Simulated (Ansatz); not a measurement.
A (111) slab of Cu (Fm-3m (No. 225)), 6 planes, outer planes Cu (top) and Cu (bottom), with 6 atoms (Cu6) in a surface cell of A = 5.498 Å², as cut from the bulk:

```
Cu
1.0
     2.51968    0.00000    0.00000
    -1.25984    2.18211    0.00000
     0.00000    0.00000   25.28657
Cu
6
Direct
  0.66667 0.33333 0.29660
  0.33333 0.66667 0.37796
  0.00000 0.00000 0.45932
  0.66667 0.33333 0.54068
  0.33333 0.66667 0.62204
  0.00000 0.00000 0.70340
```

Theory: DFT PBEsol, scalar-relativistic, plane waves, PAW in Ansatz 0.2.0. Settings: cutoff 420 eV, Γ-centred mesh 15×15×1 on the computed 6-atom cell, Gaussian smearing of 0.10 eV; no spin polarisation.

Against the same 6 atoms in the bulk, the slab as cut lies 1.157 eV higher and the relaxed slab 1.156 eV higher.

**Question.** Work out the surface energy before and after relaxation.

**Answer.** The slab has two faces, so γ = (E_slab − N·E_bulk)/(2A), the mean of both. As cut: 1.157/(2 × 5.498) = 0.1052 eV/Å², and 1 eV/Å² = 16.02 J/m², so γ = 1.69 J/m². Relaxed: 1.156/(2 × 5.498) = 0.1051 eV/Å² = 1.68 J/m². Relaxation recovers 0.1 % of the cost of cutting.

**Question.** A cut through this plane breaks about 3 nearest-neighbour bonds a surface cell. What does each broken bond cost, before relaxation?

**Answer.** One cut makes two faces and costs 2γA = 1.157 eV, shared by 3 bonds: 0.39 eV a bond. In a metal this is less than the cohesive energy a bond, since the bonds that remain at the surface strengthen.

**Question.** What is the ideal work of this cut, per area?

**Answer.** Griffith's ideal work is 2γ: 3.37 J/m², whether the new faces relax or not. One thickness was run, 6 planes, so γ can still shift with it.